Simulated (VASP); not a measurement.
# Be (P6_3/mmc) in VASP: further runs

Runs on Be. Level: PBEsol. Tasks: single point.

Everything below comes from runs of VASP 6.6.1. Logs are shortened: lines on timing, memory, paths and dates and some standing lists are left out, and cuts for length are marked.

## (1) Starting point

It takes space group P6_3/mmc (No. 194, hexagonal). The conventional cell has a = 2.262 Å, b = 2.262 Å, c = 3.571 Å, α = 90.00°, β = 90.00°, γ = 120.00°. Around Be (site symmetry -6m2) lie 12 Be at 2.21 to 2.26 Å.

## (2) Single point, PBEsol

INCAR reads:

```
SYSTEM = Be
PREC     = Accurate       ! precision mode
ENCUT    = 300            ! plane-wave cutoff, eV
EDIFF    = 1E-6           ! SCF threshold, eV
ISMEAR   = 1              ! smearing method
SIGMA    = 0.1            ! smearing width, eV
LREAL    = .FALSE.        ! projectors in reciprocal space
LASPH    = .TRUE.         ! aspherical terms in the spheres
NELM     = 120            ! most SCF steps
ALGO     = Normal         ! electronic algorithm
ISIF     = 2              ! what is computed and relaxed
LWAVE    = .FALSE.        ! write WAVECAR
LCHARG   = .FALSE.        ! write CHGCAR
GGA      = PS             ! functional
NBANDS   = 9              ! bands
KPAR     = 4
```

KPOINTS reads:

```
Automatic mesh
0
G
  22 22 12
  0 0 0
```

POSCAR reads:

```
Be                                      
1.0
    2.2618905851      0.0000000000      0.0000000000
   -1.1309452926      1.9588547073      0.0000000000
    0.0000000000      0.0000000000      3.5709395564
  Be            
     2
Direct
     0.3333333332999970    0.6666666667000030    0.2500000000000000
     0.6666666667000030    0.3333333332999970    0.7500000000000000
```

Potentials or basis: VASP PAW PBE potentials, release 64 (Be).

The run is started by

```bash
$ cat potpaw_PBE.64/Be/POTCAR > POTCAR
$ mpirun -np 4 vasp_std > vasp.out
```

OUTCAR:

```text
SYSTEM = Be
   PREC = Accurate
   ENCUT = 300
   EDIFF = 1E-6
   ISMEAR = 1
   LREAL = .FALSE.
   LASPH = .TRUE.
   NELM = 120
   ISIF = 2
   GGA = PS

 ion  position               nearest neighbor table
   1  0.333  0.667  0.250-   2 2.21   2 2.21   2 2.21   2 2.21   2 2.21   2 2.21
   2  0.667  0.333  0.750-   1 2.21   1 2.21   1 2.21   1 2.21   1 2.21   1 2.21

  LATTYP: Found a hexagonal cell.
 ALAT       =     2.2618905851
 C/A-ratio  =     1.5787410673

  Lattice vectors:

 A1 = (   2.2618905851,   0.0000000000,   0.0000000000)
 A2 = (  -1.1309452926,   1.9588547073,   0.0000000000)
 A3 = (   0.0000000000,   0.0000000000,   3.5709395564)

Analysis of symmetry for initial positions (statically):
=====================================================================
 Subroutine PRICEL returns:
 Original cell was already a primitive cell.

 Routine SETGRP: Setting up the symmetry group for a
 hexagonal supercell.

 Subroutine GETGRP returns: Found 24 space group operations
 (whereof 12 operations were pure point group operations)
 out of a pool of 24 trial point group operations.

The static configuration has the point symmetry D_3d.
 The point group associated with its full space group is D_6h.

Analysis of symmetry for dynamics (positions and initial velocities):
=====================================================================
 Subroutine PRICEL returns:
 Original cell was already a primitive cell.

 Routine SETGRP: Setting up the symmetry group for a
 hexagonal supercell.

 Subroutine GETGRP returns: Found 24 space group operations
 (whereof 12 operations were pure point group operations)
 out of a pool of 24 trial point group operations.

The dynamic configuration has the point symmetry D_3d.
 The point group associated with its full space group is D_6h.

 Subroutine INISYM returns: Found 24 space group operations
 (whereof 12 operations are pure point group operations),
 and found     1 'primitive' translations

----------------------------------------------------------------------------------------

                                     Primitive cell

  volume of cell :      15.8218

  direct lattice vectors                    reciprocal lattice vectors
     2.261890585  0.000000000  0.000000000     0.442108034  0.255251193  0.000000000
    -1.130945293  1.958854707  0.000000000     0.000000000  0.510502385  0.000000000
     0.000000000  0.000000000  3.570939556     0.000000000  0.000000000  0.280038344

  length of vectors
     2.261890585  2.261890585  3.570939556     0.510502385  0.510502385  0.280038344

  position of ions in fractional coordinates (direct lattice)
     0.333333333  0.666666667  0.250000000
     0.666666667  0.333333333  0.750000000

  ion indices of the primitive-cell ions
   primitive index   ion index
                 1           1
                 2           2

----------------------------------------------------------------------------------------

 KPOINTS: Automatic mesh

Automatic generation of k-mesh.
 Grid dimensions read from file:
 generate k-points for:   22   22   12

 Generating k-lattice:

  Cartesian coordinates                     Fractional coordinates (reciprocal lattice)
     0.020095820  0.011602327  0.000000000     0.045454545  0.000000000  0.000000000
     0.000000000  0.023204654  0.000000000     0.000000000  0.045454545  0.000000000
     0.000000000  0.000000000  0.023336529     0.000000000  0.000000000  0.083333333

  Length of vectors
     0.023204654  0.023204654  0.023336529

  Shift w.r.t. Gamma in fractional coordinates (k-lattice)
     0.000000000  0.000000000  0.000000000

 Subroutine IBZKPT returns following result:
 ===========================================

 Found    364 irreducible k-points:

 Following reciprocal coordinates:
            Coordinates               Weight
  0.000000  0.000000  0.000000      1.000000
  0.045455  0.000000  0.000000      6.000000
  0.090909  0.000000  0.000000      6.000000
  0.136364  0.000000  0.000000      6.000000
  0.181818  0.000000  0.000000      6.000000
  0.227273  0.000000  0.000000      6.000000
[... 16 lines left out ...]
  0.090909  0.090909  0.000000      6.000000
  0.136364  0.090909  0.000000     12.000000
 [... further k-points ...]
   k-points           NKPTS =    364   k-points in BZ     NKDIM =    364   number of bands    NBANDS=      9
   number of dos      NEDOS =    301   number of ions     NIONS =      2
   total plane-waves  NPLWV =   3920
   dimension x,y,z NGX =    14 NGY =   14 NGZ =   20
   dimension x,y,z NGXF=    28 NGYF=   28 NGZF=   40
   ions per type =               2
   NGX,Y,Z   is equivalent  to a cutoff of  10.29, 10.29,  9.31 a.u.
   NGXF,Y,Z  is equivalent  to a cutoff of  20.58, 20.58, 18.62 a.u.
 SYSTEM =  Be
   PREC   = accura    normal or accurate (medium, high low for compatibility)
   ISTART =      0    job   : 0-new  1-cont  2-samecut
   ICHARG =      2    charge: 1-file 2-atom 10-const
   ISPIN  =      1    spin polarized calculation?
   LNONCOLLINEAR =      F non collinear calculations
   LSORBIT =      F    spin-orbit coupling
   LASPH  =      T    aspherical Exc in radial PAW
   ENCUT  =  300.0 eV  22.05 Ry    4.70 a.u.   3.19  3.19  5.04*2*pi/ulx,y,z
   NELM   =    120;   NELMIN=  2; NELMDL= -5     # of ELM steps
   EDIFF  = 0.1E-05   stopping-criterion for ELM
   LREAL  =      F    real-space projection
   EDIFFG = 0.1E-04   stopping-criterion for IOM
   NSW    =      0    number of steps for IOM
   IBRION =     -1    ionic relax: 0-MD 1-quasi-New 2-CG
   NFREE  =      0    steps in history (QN), initial steepest desc. (CG)
   ISIF   =      2    stress and relaxation
   ISYM   =      2    0-nonsym 1-usesym 2-fastsym
   POTIM  = 0.5000    time-step for ionic-motion
   TEBEG  =    0.0;   TEEND  =   0.0 temperature during run
   PSTRESS=    0.0 pullay stress
   NELECT =       4.0000    total number of electrons
   NUPDOWN=      -1.0000    fix difference up-down
   EMIN   =  10.00;   EMAX   =-10.00  energy-range for DOS
   EFERMI =   0.00;   METHOD = LEGACY
   ISMEAR =     1;   SIGMA  =   0.10  broadening in eV -4-tet -1-fermi 0-gaus
   EFERMI_NEDOS =   21; number of points for ismear=-14 and -15
   IALGO  =     38    algorithm
   IMIX   =      4    mixing-type and parameters
     AMIX     =   0.40;   BMIX     =  1.00
     AMIX_MAG =   1.60;   BMIX_MAG =  1.00
  volume/ion in A,a.u.               =       7.91        53.39
  Fermi-wavevector in a.u.,A,eV,Ry     =   1.035165  1.956177 14.579536  1.071566
  Thomas-Fermi vector in A             =   2.169495
   LORBIT       =      0    0 simple, 1 ext, 2 COOP (PROOUT), +10 PAW based schemes
   GGA     = PS    functional components
   LHFCALC =     F    Hartree Fock is set to
   AEXX    =    0.0000 exact exchange contribution
   IVDW    =     0    specifies the selected vdW correction
   LEPSILON=     F    determine dielectric tensor
   LRPA    =     F    only Hartree local field effects (RPA)
 non-spin polarized calculation
 Methfessel and Paxton  Order N= 1 SIGMA  =   0.10
  energy-cutoff  :      300.00
  volume of cell :       15.82
 maximum number of plane-waves:       196
 NGX is ok and might be reduce to    14
   NGX =  7   NGY =  7   NGZ = 11

 number of electron       4.0000000 magnetization

 Free energy of the ion-electron system (eV)
  ---------------------------------------------------
  ext. energy  EPLUGINS =         0.00000000
  ---------------------------------------------------
  free energy    TOTEN  =        -7.99305887 eV

  energy without entropy =       -7.99304967  energy(sigma->0) =       -7.99305580

 E-fermi :   7.1921     XC(G=0): -10.6062

 val. band max:        7.1744630157   @ k =   0.2727   0.2727   0.0833
 cond. band min:       7.2260264759   @ k =   0.2273   0.1818   0.0000
 fundamental gap:      0.0515634602
 Fermi energy:         7.1920529947

 k-point     1 :       0.0000    0.0000    0.0000
  band No.  band energies     occupation
      1      -4.3291      2.00000
      2       2.5308      2.00000
      3       8.0917     -0.00000
      4      23.0538      0.00000
      5      23.0538      0.00000
      6      25.8847      0.00000
      7      25.8847      0.00000
      8      27.8849      0.00000
      9      34.1396      0.00000

 k-point     2 :       0.0455    0.0000    0.0000
  band No.  band energies     occupation
      1      -4.2698      2.00000
      2       2.6088      2.00000
      3       8.1093     -0.00000
      4      22.5465      0.00000
      5      22.6599      0.00000
      6      25.8917      0.00000
      7      26.1027      0.00000
      8      27.7794      0.00000
      9      33.0416      0.00000

 k-point     3 :       0.0909    0.0000    0.0000
  band No.  band energies     occupation
      1      -4.0917      2.00000
      2       2.8428      2.00000
      3       8.1597     -0.00000
      4      21.2406      0.00000
      5      21.8017      0.00000
      6      25.8705      0.00000
      7      26.4066      0.00000
      8      27.4214      0.00000
      9      31.3520      0.00000

 k-point     4 :       0.1364    0.0000    0.0000
  band No.  band energies     occupation
      1      -3.7947      2.00000
      2       3.2322      2.00000
      3       8.2336     -0.00000
      4      19.5165      0.00000
      5      20.8263      0.00000
      6      25.7425      0.00000
      7      26.4466      0.00000
      8      26.7072      0.00000
      9      29.5367      0.00000
[... 205 lines left out ...]
 k-point    22 :       0.4545    0.0455    0.0000
  band No.  band energies     occupation
      1       1.8683      2.00000
      2       4.1363      2.00000
      3      10.4728      0.00000
      4      13.6645      0.00000
      5      13.7746      0.00000
      6      15.3214      0.00000
      7      18.1634      0.00000
      8      23.8537      0.00000
      9      27.0567      0.00000

 k-point    23 :       0.0909    0.0909    0.0000
  band No.  band energies     occupation
      1      -3.6163      2.00000
      2       3.4655      2.00000
      3       8.2783     -0.00000
      4      19.1125      0.00000
      5      19.6750      0.00000
      6      25.7635      0.00000
      7      26.1362      0.00000
      8      26.3056      0.00000
      9      30.2091      0.00000

 k-point    24 :       0.1364    0.0909    0.0000
  band No.  band energies     occupation
      1      -3.1998      2.00000
      2       4.0088      2.00000
      3       8.3564     -0.00000
      4      17.4124      0.00000
      5      18.6820      0.00000
      6      25.2096      0.00000
      7      25.2961      0.00000
      8      25.6430      0.00000
      9      29.5015      0.00000

 [... further k-points ...]
[... 5 lines left out ...]
  --------------------------------------------------------------------------------------
  -------------------------------------------------------------------------------------
  Total       -0.0853020     -0.0853020     -0.0631605      0.0000000      0.0000000      0.0000000
  in kB       -8.6380067     -8.6380067     -6.3958748      0.0000000      0.0000000      0.0000000
  external PRESSURE =      -7.8906294 kB  Pullay stress =       0.0000000 kB

 VOLUME and BASIS-vectors are now :
 -----------------------------------------------------------------------------
  energy-cutoff  :      300.00
  volume of cell :       15.82
      direct lattice vectors                 reciprocal lattice vectors
     2.261890585  0.000000000  0.000000000     0.442108034  0.255251193  0.000000000
    -1.130945293  1.958854707  0.000000000     0.000000000  0.510502385  0.000000000
     0.000000000  0.000000000  3.570939556     0.000000000  0.000000000  0.280038344

 POSITION                                       TOTAL-FORCE (eV/Angst)
 -----------------------------------------------------------------------------------
     -0.00000      1.30590      0.89273        -0.000000      0.000000      0.000000
      1.13095      0.65295      2.67820         0.000000     -0.000000      0.000000
 -----------------------------------------------------------------------------------
    total drift:                                0.000000     -0.000000      0.000000

  FREE ENERGIE OF THE ION-ELECTRON SYSTEM (eV)
  ---------------------------------------------------
  free  energy   TOTEN  =        -7.9930588733 eV

  energy  without entropy=       -7.9930496668  energy(sigma->0) =       -7.99305580
```

It took 6.8 s on 4 MPI ranks of Intel Xeon Platinum 8488C (Sapphire Rapids), shared host; peak memory 0.11 GiB.

What came out:

| Quantity | Value |
| --- | --- |
| Free energy | -7.9931 eV |
| Pressure | -0.8 GPa |
| Band gap on the k mesh | none (metal or under the smearing width) |

Caveat: the cutoff is under 1.25 times the usual one of these potentials, so pressure, stress and relaxed cells hold a basis-set (Pulay) error; the PAW data sets were made with another functional, which shifts forces and pressure a little.

## (3) Single point, PBEsol

INCAR, as its differences from that of step 2:

```diff
@@ -2,3 +2,3 @@
 PREC     = Accurate       ! precision mode
-ENCUT    = 300            ! plane-wave cutoff, eV
+ENCUT    = 600            ! plane-wave cutoff, eV
 EDIFF    = 1E-6           ! SCF threshold, eV
```

KPOINTS is that of step 2.

POSCAR is that of step 2.

Potentials or basis: VASP PAW PBE potentials, release 64 (Be).

The run is started by

```bash
$ cat potpaw_PBE.64/Be/POTCAR > POTCAR
$ mpirun -np 4 vasp_std > vasp.out
```

Run time: 12 s. Hardware: 4 MPI ranks of Intel Xeon Platinum 8488C (Sapphire Rapids), shared host; peak memory 0.15 GiB.

The run converged. Its results:

```
Free energy            : -7.9970 eV
Pressure               : -0.8 GPa
Band gap on the k mesh : none (metal or under the smearing width)
```

Stress tensor (GPa, compression positive):
```
-0.92  0.00  0.00
 0.00 -0.92  0.00
 0.00  0.00 -0.69
```

Levels at points of the mesh, in eV from the Fermi level:
```
           k point  band 1  band 2  band 3  band 4  band 5  band 6
(0.00, 0.00, 0.00)  -11.52   -4.66    0.90   15.86   15.86   18.69
(0.50, 0.00, 0.00)   -5.20   -3.30    3.44    6.29    6.54    9.26
(0.00, 0.00, 0.50)   -9.37   -9.37   10.45   10.45   17.50   17.50
(0.50, 0.00, 0.50)   -3.82   -3.82    1.41    1.41   11.86   11.86
```

Caveat: the PAW data sets were made with another functional, which shifts forces and pressure a little.
